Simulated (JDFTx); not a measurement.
Here is a JDFTx 1.7.0 (patched build) calculation.

The input MgB2.in:

```
lattice \
    5.8298050945    -2.9149025472     0.0000000000 \
    0.0000000000     5.0487593110     0.0000000000 \
    0.0000000000     0.0000000000     6.6575051371
coords-type Cartesian
ion Mg     0.0000000000     0.0000000000     0.0000000000 1
ion B      2.9149025475     1.6829197702     3.3287525685 1
ion B     -0.0000000003     3.3658395408     3.3287525685 1

ion-species pseudo/Mg.upf
ion-species pseudo/B.upf
elec-cutoff 42 336
elec-ex-corr gga-PBE
van-der-waals
kpoint-folding 10 10 8
elec-smearing Fermi 0.0018374661
elec-n-bands 14
electronic-SCF nIterations 100 energyDiffThreshold 1e-09
electronic-minimize nIterations 30 energyDiffThreshold 1e-7
forces-output-coords Cartesian
lattice-minimize nIterations 40 energyDiffThreshold 1e-6

dump-name run.$VAR
dump End Ecomponents EigStats BandEigs Kpoints Forces Stress ElecDensity Dtot KEdensity
```

Potentials or basis: PseudoDojo-SR-PBE-0.5-standard.

Command:

```sh
$ jdftx -c 1 -i MgB2.in -o MgB2.out
```

Problem. What does it give for the space group after relaxing (to 0.05 Å)?

Solution. P6/mmm (No. 191).

Problem. What does it give for the relaxed cell?

Solution. a = 3.053 Å, b = 3.053 Å, c = 3.483 Å, α = 90.00°, β = 90.00°, γ = 120.00°.

Problem. What does it give for the relaxed volume?

Solution. 9.37 Å³/atom.

Problem. Estimate the Loewdin charges.

Solution. Mg +1.66; B -0.79 e.

Step by step:
```csv
step,energy change (eV),largest force (eV/Å),pressure (GPa),volume (Å³)
1,0.0000,0.0000,-4.65,29.04
2,-0.0063,0.0000,-3.44,28.80
3,-0.0134,0.0000,-0.18,28.19
4,-0.0136,0.0000,-0.11,28.16
5,-0.0137,0.0000,-0.01,28.11
6,-0.0137,0.0000,0.00,28.11
7,-0.0137,0.0000,0.00,28.11
```

Caveat: pairwise dispersion overbinds metals, which lowers pressure and volume.
